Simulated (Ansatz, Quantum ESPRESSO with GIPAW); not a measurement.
**Shieldings and field gradients in SnCl2**

The task is to compute the NMR parameters of SnCl2 site by site.

**The experiment.** The 119Sn shift is -916 ppm against Me4Sn, in “Local Structure and Dynamics in Methylammonium, Formamidinium, and Cesium Tin(II) Mixed-Halide Perovskites from 119Sn Solid-State NMR” (Kubicki et al., J. Am. Chem. Soc. 142, 7813 (2020); PMC7311059).

Main program and level: Quantum ESPRESSO with GIPAW 8.0dev (patched build); DFT, PBEsol, plane-wave PAW (pslibrary 1.0.0 recipes), scalar-relativistic, GIPAW; a patched development version of the program.

This is a report of a sequence of runs, with most program output left out.

### 1. The starting structure

It takes space group Pnma (No. 62, orthorhombic). Conventional cell: a = 7.793 Å, b = 4.430 Å, c = 9.207 Å, α = 90.00°, β = 90.00°, γ = 90.00°. Nearest to Sn lie 5 Cl at 2.64 to 3.02 Å. Nearest to Cl lie 2 Sn at 2.78 Å. Nearest to Cl lie 3 Sn at 2.64 to 3.02 Å. Farther neighbours and most contacts between anions are not listed.

The cell is an entry of the Crystallography Open Database.

This structure had its atoms relaxed beforehand (DFT, PBEsol, plane-wave PAW, default files (PAW set soft_2), scalar-relativistic, Ansatz), starting from the database entry, since shieldings follow bond lengths closely.

### 2. Self-consistent run

First the ground state. The response equations take the occupied wavefunctions as exact, so conv_thr is set much tighter than for an energy. No empty states are asked for: the response is solved without them. The mesh has a spacing of 0.24 Å⁻¹ at most. The PAW files were made with ld1.x from the pslibrary 1.0.0 recipes, with GIPAW reconstruction switched on.

File scf.in:

```
&control
  calculation = 'scf'
  prefix = 'x'
  outdir = './tmp/'
  pseudo_dir = './'
/
&system
  ibrav = 0
  nat = 12
  ntyp = 2
  ecutwfc = 55
  ecutrho = 330
  nbnd = 56
/
&electrons
  conv_thr = 1.0d-10
  mixing_beta = 0.7
  electron_maxstep = 100
/
ATOMIC_SPECIES
  Sn 118.710 Sn.pbesol-dn-kjpaw_psl.1.0.0-gipaw.UPF
  Cl 35.450 Cl.pbesol-n-kjpaw_psl.1.0.0-gipaw.UPF
CELL_PARAMETERS angstrom
  7.79300000 0.00000000 0.00000000
  0.00000000 4.43000000 0.00000000
  0.00000000 0.00000000 9.20700000
ATOMIC_POSITIONS crystal
  Sn 0.26991685 0.75000000 0.42983089
  Sn 0.73008315 0.25000000 0.57016911
  Sn 0.76991685 0.75000000 0.07016911
  Sn 0.23008315 0.25000000 0.92983089
  Cl 0.85620093 0.75000000 0.42234675
  Cl 0.14379907 0.25000000 0.57765325
  Cl 0.35620093 0.75000000 0.07765325
  Cl 0.64379907 0.25000000 0.92234675
  Cl 0.48494470 0.75000000 0.65116844
  Cl 0.51505530 0.25000000 0.34883156
  Cl 0.98494470 0.75000000 0.84883156
  Cl 0.01505530 0.25000000 0.15116844
K_POINTS automatic
  4 6 3 1 1 1
```

Started as:

```
$ mpirun -np 8 pw.x -nk 8 -in scf.in > scf.out
```

The job ended after 65 s (8 MPI ranks of Arm Neoverse V2, shared host; peak memory 2.9 GiB; 8.6 min of CPU time).

It converged in 13 cycles to an estimated accuracy of 5e-11 Ry, on 12 irreducible k-points.

### 3. Shieldings

The job finds the current that a weak uniform field induces (applied as a long wave, q_gipaw) and the field that this current makes at each nucleus. On atoms with p or d valence electrons much of the paramagnetic part arises close to the nucleus, where the PAW partial waves rebuild the true states. pawproj makes the reconstruction use the PAW data sets' own projectors.

File nmr.in:

```
&inputgipaw
  job = 'nmr'
  prefix = 'x'
  tmp_dir = './tmp/'
  restart_mode = 'from_scratch'
  verbosity = 'low'
  q_gipaw = 0.01
  spline_ps = .true.
  conv_threshold = 1.0d-14
  use_nmr_macroscopic_shape = .false.
  pawproj(1) = .true.
  pawproj(2) = .true.
/
```

Started as:

```
$ mpirun -np 8 gipaw.x -in nmr.in > nmr.out
```

Wall time 15 min (8 MPI ranks); peak memory 1.5 GiB.

The f-sum rule is met to 0.0026 of 107.5 (0.002 %). Converged shieldings require that this miss be small, but a small miss does not prove them.

From the symmetric part of each tensor, with principal values σ11 ≤ σ22 ≤ σ33: σ_iso is their mean, the span is σ33 − σ11 and the skew 3(σ_iso − σ22)/span. (gipaw.x prints an anisotropy in another convention.)

| site | atom no. | atoms in cell | σ_iso (ppm) | span (ppm) | skew |
| --- | --- | --- | --- | --- | --- |
| Sn | 1 | 4 | 3385 | 287 | 0.77 |
| Cl(1) | 5 | 4 | 600.8 | 156.5 | -0.17 |
| Cl(2) | 9 | 4 | 671.0 | 109.5 | 0.81 |

The macroscopic shape term is switched off. For a spherical sample the valence susceptibility of this run would add about 10 ppm to every site, a rough estimate, since the susceptibility converges slowly and lacks part of the PAW terms. Differences within the crystal don't depend on it, but shieldings of different compounds can't be compared to better than a few ppm without it.

In this run the largest span among the lighter atoms is that of Cl(1) (site symmetry m), with principal values 518.2, 609.6 and 674.7 ppm.

How the isotropic values are made up (ppm). The core part is that of the free atom's core; bare is the current of the smooth valence states; the last two are what the PAW spheres add to the diamagnetic and the paramagnetic current:

```csv
site,core,bare,"reconstruction, dia","reconstruction, para"
Sn,5052.5,103.6,102.5,-1873.9
Cl(1),1049.9,46.8,-8.2,-487.6
Cl(2),1049.9,53.7,-8.2,-424.4
```

### 4. Quadrupolar couplings

35Cl has a quadrupole moment, which couples to the field gradient and broadens the lines. The gradient is a property of the ground-state density and needs no response; it is taken from a second code that counts the whole PAW charge. C_Q = eQV_zz/h, with Q = -0.08112 barn for 35Cl.

This step: DFT, PBEsol, plane-wave PAW, default files (PAW set soft_2), scalar-relativistic, field gradients (Ansatz 0.2.0), on the same atoms.

File input.yaml:

```yaml
crystal:
  lattice:
    - [7.793, 0.0, 0.0]
    - [0.0, 4.43, 0.0]
    - [0.0, 0.0, 9.207]
  atoms:
    - { symbol: Sn, position: [0.2699168466, 0.75, 0.4298308878] }
    - { symbol: Sn, position: [0.7300831534, 0.25, 0.5701691122] }
    - { symbol: Sn, position: [0.7699168466, 0.75, 0.0701691122] }
    - { symbol: Sn, position: [0.2300831534, 0.25, 0.9298308878] }
    - { symbol: Cl, position: [0.8562009274, 0.75, 0.4223467486] }
    - { symbol: Cl, position: [0.1437990726, 0.25, 0.5776532514] }
    - { symbol: Cl, position: [0.3562009274, 0.75, 0.0776532514] }
    - { symbol: Cl, position: [0.6437990726, 0.25, 0.9223467486] }
    - { symbol: Cl, position: [0.4849447016, 0.75, 0.6511684389] }
    - { symbol: Cl, position: [0.5150552984, 0.25, 0.3488315611] }
    - { symbol: Cl, position: [0.9849447016, 0.75, 0.8488315611] }
    - { symbol: Cl, position: [0.0150552984, 0.25, 0.1511684389] }
kpoints:
  mp_grid: { grid: [4, 6, 3] }
scf:
  occupations: { method: fixed }
hamiltonian:
  xc: pbesol
output:
  forces: false
  stress: false
  efg: { quadrupole_moments_barn: { Cl: -0.08112 } }
  write_density: true
  write_potential: true
  elf: true
  volumetric_format: npy
```

Started as:

```
$ ansatz run input.yaml --threads 8 --pin off --max-ram 16384MiB --backend cpu --events-out ev --progress --plain --runs-dir out
```

Elapsed: 3.7 s, on 8 threads; peak memory 1.4 GiB; 26 s of CPU time.

The same from gipaw.x, job efg (2 s), which warns that it leaves out the neighbours' augmentation charge. V_zz in 10²¹ V/m²:

```csv
site,Ansatz,gipaw.x,"η_Q, first","η_Q, second"
Sn,-6.990,-6.684,0.81,0.79
Cl(1),-6.526,-6.660,0.66,0.65
Cl(2),6.282,6.397,0.19,0.19
```

Gradients over 0.05 agree within 5 %.

Among nuclei of half-integer spin the second-order effect is largest for 35Cl on Cl(1) (spin 3/2, C_Q 12.80 MHz): at 9.4 T it moves the centre of gravity of the MAS line by -3046 ppm from δ_iso, and by a quarter of that at twice the field, by δ_Q = −(3/40)(C_Q/ν0)²(1 + η²/3)[I(I+1) − 3/4]/[I²(2I−1)²] × 10⁶ ppm with ν0 = 39.3 MHz. A line so broad is out of reach of MAS and is recorded static.

### 5. From shieldings to shifts

A shielding is counted from the bare nucleus and a shift from a reference compound, with the opposite sign. A fitted line does better than one reference, as its slope takes up part of the functional's error.

Reference lines, from the same functional and files: 35Cl: δ = (909.6 − σ) / 1.084, zero at aqueous Cl-, fitted to 5 measured values, from AlCl3, CuCl, KCl, LiCl and NaCl, with a scatter of 4.3 ppm r.m.s., with σ taken with the shape term of a sphere (9.7 ppm here). Kinds of site that fitted badly were split off after the misses were seen, so the scatter is that of the points kept.

Covalently bonded atoms count as neighbours within 1.18 times the sum of their radii. Otherwise a cation's neighbours lie within 1.2 times its shortest bond (1.3 for large cations, each anion's radius taken off where they differ), and an anion's are the cations that count it.

```csv
site,atom no.,atoms in cell,surroundings,bonds (Å),δ_iso (ppm),C_Q (MHz),η_Q
Sn,1,4,SnCl5,2.64 to 3.02,-,-,-
Cl(1),5,4,bound to Sn2,2.779,275.9,12.80,0.66
Cl(2),9,4,bound to Sn3,2.64 to 3.02,211.2,-12.32,0.19
```

By surroundings the Cl shifts are 3-coordinate: 211.2; 2-coordinate: 275.9 ppm.

Simulated spectrum: 119Sn MAS at 12.5 kHz, 18.8 T (300.2 MHz), lines broadened by 3 ppm; the axis counts ppm from the isotropic position of Sn, as −Δσ; rigid lattice, with dipolar and J couplings left out. Its lines over 1.5 % of the strongest:

```csv
offset (ppm),area
167,0.02
125,0.11
83,0.60
42,1.00
0,0.48
-42,0.17
-83,0.50
-125,0.25
-167,0.12
-208,0.03
```

Spinning sidebands lie 41.6 ppm apart.

Simulated spectrum: 35Cl static powder, 9.4 T (39.3 MHz), central transition to second order, lines broadened by 443 ppm; rigid lattice, with dipolar and J couplings and satellite transitions left out.

δ (ppm), intensity and a bar:
```
    10371       0.00 
     9519       0.00 
     8666       0.00 
     7813       0.05 #
     7026       0.15 #####
     6174       0.17 #####
     5321       0.47 ##############
     4534       0.80 ########################
     4271       0.92 ############################
     3681       0.71 #####################
     2828       0.90 ###########################
     2763       0.91 ###########################
     2041       0.69 #####################
     1189       0.65 ####################
      336       0.65 ####################
     -517       0.71 #####################
    -1304       0.72 ######################
    -2157       0.77 #######################
    -2681       0.87 ##########################
    -3009       0.82 #########################
    -3796       0.74 ######################
    -4649       0.73 ######################
    -5502       0.77 #######################
    -6289       0.95 #############################
    -6486       1.00 ##############################
    -7142       0.79 ########################
    -7994       0.67 ####################
    -8847       0.60 ##################
    -9634       0.34 ##########
   -10487       0.20 ######
   -11340       0.19 ######
   -12127       0.18 #####
   -12979       0.18 #####
   -13832       0.17 #####
   -14619       0.04 #
   -15472       0.00 
   -16325       0.00 
   -17112       0.00
```

Most prominent maxima (ppm: height): 4271: 0.92, 2763: 0.91, -2681: 0.87, -6486: 1.00.

### 6. Cost against result

Each row names what was changed: the structure as given shows what the relaxation did; another functional shows how far the paramagnetic term hangs on the exchange-correlation form; another mesh tests the sampling of the zone.

Changes of σ_iso (ppm) against the run above (PBEsol, cutoffs 55 and 330 Ry, mesh 4×6×3, 2.2 h). Times are CPU times of pw.x and gipaw.x together, on 8 MPI ranks of Arm Neoverse V2, shared host; on a shared host they are rough. A run is marked as doubtful where the f-sum miss passes 0.015 electrons, or that much for each three atoms in larger cells (with Tl, Pb, Hg, Bi or Sn a third of that, or a mesh spacing over 0.26 Å⁻¹), or where the susceptibility is unphysically large.

```csv
run,CPU time,f-sum miss,Sn,Cl(1),Cl(2)
structure as given,2.2 h,0.0027,+14.3,-14.6,-5.1
LDA,2.2 h,0.0025,-75.5,-31.4,-29.0
mesh 3×4×2 (marked),47 min,0.0062,+0.8,+9.6,+2.9
```

The largest move is -75.5 ppm, on Sn, from LDA.

### 7. Against experiment

Without a fitted line the measured shift still tests the calculation: for an exact theory σ + δ is one number for all compounds of a nucleus, up to the shape term, which is left out of σ and differs by some ppm between compounds.

| nucleus, site | σ_iso (ppm) | measured δ (ppm) | σ + δ (ppm) | σ + δ of other compounds, same level |
| --- | --- | --- | --- | --- |
| 119Sn, Sn | 3385 | -916 | 2469 | SnO2 2364, SnH8N2Cl6 2114 |

### 8. Results

| Property | Result |
| --- | --- |
| 119Sn shielding without shape term | 3385 ppm |
| 35Cl shift | 275.9, 211.2 ppm |
| 35Cl size of C_Q | 12.80, 12.32 MHz |

119Sn has one site (SnCl5), with isotropic shielding 3385 ppm (shape term left out). A shift needs a reference, δ = σ_ref − σ, fixed on measured compounds; for 119Sn of this kind at this level too few were at hand, or they scattered too widely about a line, so none is given. 35Cl has 2 sites, in the ratio 1:1: Cl(1) (bound to Sn2) at a shift of 275.9 and Cl(2) (bound to Sn3) at a shift of 211.2 ppm. For 119Sn, σ + δ is 2469 ppm here and 2239 ppm on average over 2 other sites: with that reference and slope one the shift would be off by -230 ppm. A finer mesh and a higher cutoff were not carried through on these files. The largest change with the functional is 75.5 ppm in absolute shielding; part of that drops out once each functional has its own reference line. Spin-orbit coupling is missing, which matters for Sn and for the light atoms bound to such centres. The scalar-relativistic files are used with non-relativistic response operators, which weighs most on the heavy atoms' own shieldings. This build of gipaw.x prints that it is not audited and that its numbers are no references by themselves. It also reports spline_ps as false although the input sets it; why was not traced. Without spin-orbit coupling, gradients at and beside the heavy atoms are unsure.

[Logs are printed without paths, hosts, clocks, repeated set-up lines and the standing remarks that a program may print on its own settings, such as how far it seeks lower states.]

[Hosts, paths, dates, database ids (printed as entryN), source tags and the programs' standing remarks are cut or masked in the printed files.]

[Where no reference line passes its bar on scatter, no shift is given, so a measured shift of this compound may stand uncompared.]
